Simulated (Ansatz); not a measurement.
# Si: the cost of one run

Method: DFT PBE, scalar-relativistic, plane waves, PAW, in Ansatz 0.2.0.

## Step 1: The system as given

It takes space group I4/mmm (No. 139, tetragonal). The conventional cell has a = 6.651 Å, b = 6.651 Å, c = 3.845 Å, α = 90.00°, β = 90.00°, γ = 90.00°. Si (site symmetry m2m) has 4 Si at 2.34 to 2.38 Å as nearest neighbours.

Structure file:

```
Si
1.0
    -3.32544    3.32544    1.92239
     3.32544   -3.32544    1.92239
     3.32544    3.32544   -1.92239
Si
4
Direct
  0.17880 0.17880 0.35760
  0.82120 0.82120 0.64240
  0.17880 0.82120 0.00000
  0.82120 0.17880 0.00000
```

The structure comes from the Materials Project (structure only).

## Step 2: Quick check of gap, pressure and forces

The input, input.yaml:

```yaml
crystal:
  lattice:
    - [-3.32544429, 3.32544429, 1.92238566]
    - [3.32544429, -3.32544429, 1.92238566]
    - [3.32544429, 3.32544429, -1.92238566]
  atoms:
    - { symbol: Si, position: [0.17880106, 0.17880106, 0.35760212] }
    - { symbol: Si, position: [0.82119894, 0.82119894, 0.64239788] }
    - { symbol: Si, position: [0.17880106, 0.82119894, 0.0] }
    - { symbol: Si, position: [0.82119894, 0.17880106, 0.0] }
basis:
  ecutwfc: 250.0
kpoints:
  mp_grid: { grid: [6, 6, 6] }
hamiltonian:
  xc: pbe
scf:
  occupations: { method: gaussian, width: 0.1 }
output:
  forces: true
  stress: true
  eigenvalues: true
```

Run with:

```sh
ansatz run input.yaml --threads 1 --pin off --max-ram 2560MiB --backend cpu --events-out ev --progress --plain --runs-dir out
```

Q: Estimate wall time and peak memory on 1 thread of AMD EPYC (Zen 3), shared host.

About 2.2 s, with a peak of 0.31 GiB.
